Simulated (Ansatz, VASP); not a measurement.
Two plane-wave programs on Lu

```
Lu
1.0
    -1.95411    1.95411    1.95411
     1.95411   -1.95411    1.95411
     1.95411    1.95411   -1.95411
Lu
1
Direct
  0.00000 0.00000 0.00000
```

This isn't the form of Lu at room conditions, which is hcp.

Alike in both runs: task relaxation of cell and atoms; functional revPBE; k mesh 10 × 10 × 10; occupations fermi-dirac, width 0.05 eV; no spin polarisation.

|  | VASP | Ansatz |
| --- | --- | --- |
| version | VASP 6.6.1 | Ansatz 0.2.0 |
| potentials or method | VASP PAW PBE potentials, release 64 (Lu) | Ansatz PAW |
| plane-wave cutoff (eV) | 600 | 420 |
| valence electrons in the cell | 25 | 25 |

|  | VASP | Ansatz | Ansatz less VASP |
| --- | --- | --- | --- |
| gap on the k mesh at the Fermi level, each at its own relaxed structure (eV) | none | none | - |
| relaxed volume (Å³/atom) | 30.73 | 30.64 | -0.086 |
| relaxed cell length with the largest relative difference (Å) | 3.418 | 3.414 | -0.0032 |
| energy change over the relaxation (meV/atom) | -3 | -3 | +0.7 |

A gap of «none» marks a metal or a gap that the smearing closes.

Caveats: the PAW data sets were made with another functional, which shifts forces and pressure a little (VASP); the plane-wave basis is chosen anew once the cell has moved, so the energies of steps on either side of that aren't comparable (Ansatz); the PAW data sets come from PBE, with cores solved anew for the run's functional, which leaves a small shift of forces and pressure (Ansatz). The runs have no spin-orbit coupling, so splittings on Lu are missing.
